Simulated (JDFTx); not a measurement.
NaI under changes of volume

One of the cells (33.899 Å³/atom); the others are scaled copies at fixed shape and fractional positions:

```
CELL_PARAMETERS angstrom
0.00000 3.23640 3.23640
3.23640 0.00000 3.23640
3.23640 3.23640 0.00000
ATOMIC_POSITIONS crystal
I 0.50000 0.50000 0.50000
Na 0.00000 0.00000 0.00000
```

| Item | Value |
| --- | --- |
| Program | JDFTx 1.7.0 (patched build) |
| Functional | PBEsol |
| Potentials or basis | PseudoDojo-SR-PBEsol-0.4.1-standard with smoothed tails |
| Cutoff | 1197 eV |
| Density cutoff | 9578 eV |
| k mesh | 7 × 7 × 7 |
| Occupations | fermi-dirac, width 0.05 eV |
| Spin | no spin polarisation |

```csv
volume (Å³/atom),energy over the lowest point (meV/atom),pressure (GPa),gap on the mesh (eV)
31.865,1.42,0.5,3.67
32.543,0.00,0.1,3.61
33.221,0.16,-0.2,3.56
33.899,?,?,?
34.577,4.52,-0.8,3.46
35.255,8.41,-1.0,3.41
35.933,13.27,-1.3,3.37
```

**Question.** What does the run at 33.899 Å³/atom give?

**Answer.** Energy over the lowest point 1.72 meV/atom; pressure -0.5 GPa; gap on the mesh 3.51 eV.

Worked out: A Birch-Murnaghan fit of order 3 (a polynomial in V^(-2/3)) to the other rows has its minimum at 32.81 Å³/atom with B0 = V·E''(V) = 17.2 GPa and B' = 4.9. It gives 1.72 meV/atom at 33.899 Å³/atom, against the run's 1.72, and -dE/dV = -0.5 GPa, against -0.5. A straight line through the other rows of the gap, of slope -2.5 eV per unit of ln V (its deformation potential), gives 3.51 eV, against the run's 3.51.

Energies are extrapolated to zero smearing.

Caveats: spin-orbit coupling is left out, which moves the levels of the heavy elements.
